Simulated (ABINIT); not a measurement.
The system is WC (Qusongite).

```
W C
1.0
     2.90650    0.00000    0.00000
    -1.45325    2.51710    0.00000
     0.00000    0.00000    2.83660
W C
1 1
Direct
  0.00000 0.00000 0.00000
  0.66667 0.33333 0.50000
```

Program: ABINIT 10.8.3 (patched build). Alike in all runs: cell as given; smearing fermi-dirac 0.05 eV. Hardware: 1 thread of Arm Neoverse V1 (shared host).

**Question.** Order these runs on this cell by their wall time, lowest first.
A. task single point; level LDA; potentials or basis JTH PAW LDA v2.0; spin off; k mesh 4 × 4 × 4; cutoff (eV) 544; fine-grid cutoff 1088.46 eV; mesh quality coarse
B. task band structure; level LDA-PZ; potentials or basis JTH PAW LDA v2.0; spin off; k mesh 10 × 10 × 9; cutoff (eV) 544; fine-grid cutoff 1088.46 eV; mesh quality not flagged
C. task band structure; level BP86; potentials or basis JTH PAW PBE v2.0; spin SOC, no magnetisation; k mesh 10 × 10 × 9; cutoff (eV) 517; fine-grid cutoff 1034.03 eV; mesh quality not flagged

**Answer.** A (4.3 s), B (30 s), C (240 s).

Caveats: some runs use coarse meshes.
